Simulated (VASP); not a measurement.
## From VASP inputs to Ansatz: SnO₂ (fluorite)

INCAR

```
ENCUT = 520
LWAVE = .FALSE.
SIGMA = 0.02
GGA_COMPAT = .FALSE.
LCHARG = .FALSE.
NBANDS = 37
LREAL = .FALSE.
NSW = 0
PREC = Accurate
ISMEAR = -1
GGA = PE
NELM = 120
EDIFF = 1E-7
LASPH = .TRUE.
LSORBIT = .TRUE.
MAGMOM = 0.0 0.0 0.0 0.0 0.0 0.0 0.0 0.0 0.0
IBRION = -1
ISIF = 2
```

KPOINTS

```
KPOINTS created by Atomic Simulation Environment
0
Gamma
8 8 8
0 0 0
```

KPOINTS_OPT

```
special points
6
Reciprocal
0.0000000000 0.0000000000 0.0000000000 1
0.5000000000 0.0000000000 0.5000000000 1
0.5000000000 0.2500000000 0.7500000000 1
0.3750000000 0.3750000000 0.7500000000 1
0.5000000000 0.5000000000 0.5000000000 1
0.6250000000 0.2500000000 0.6250000000 1
```

POSCAR

```
Sn O
 1.0000000000000000
     0.0000000000000000    2.5334669720086236    2.5334669720086236
     2.5334669720086236    0.0000000000000000    2.5334669720086236
     2.5334669720086236    2.5334669720086236    0.0000000000000000
 Sn  O
   1   2
Cartesian
 -0.0000000000000000  0.0000000000000000  0.0000000000000000
  1.2667334860043118  1.2667334860043118  1.2667334860043118
  3.8002004580129354  3.8002004580129354  3.8002004580129354
```

VASP ran with the recommended PBE PAW datasets (26 valence electrons in the cell).

Question: Translate these files to an Ansatz input.

Answer: 

```yaml
crystal:
  lattice:
    - [0.0, 2.533466972, 2.533466972]
    - [2.533466972, 0.0, 2.533466972]
    - [2.533466972, 2.533466972, 0.0]
  atoms:
    - { symbol: Sn, position: [0.0, 0.0, 0.0] }
    - { symbol: O, position: [0.25, 0.25, 0.25] }
    - { symbol: O, position: [0.75, 0.75, 0.75] }
kpoints:
  mp_grid: { grid: [8, 8, 8] }
  band_path:
    path:
      - [0.0, 0.0, 0.0]
      - [0.5, 0.0, 0.5]
      - [0.5, 0.25, 0.75]
      - [0.375, 0.375, 0.75]
      - [0.5, 0.5, 0.5]
      - [0.625, 0.25, 0.625]
    npoints: 1
hamiltonian:
  xc: pbe
scf:
  occupations: { method: fermi_dirac, width: 0.02 }
  n_extra_bands: 8
magnetization:
  noncollinear: true
  spin_orbit: true
output:
  forces: true
  stress: true
  eigenvalues: true
```

Other inputs would serve too.

```tsv
	VASP	Ansatz
gap between bands v and c	0.28 eV	0.29 eV
least direct gap	1.64 eV	1.65 eV
```

The two codes use different PAW datasets and cutoffs. VASP's cell holds 26 valence electrons and Ansatz's 26.
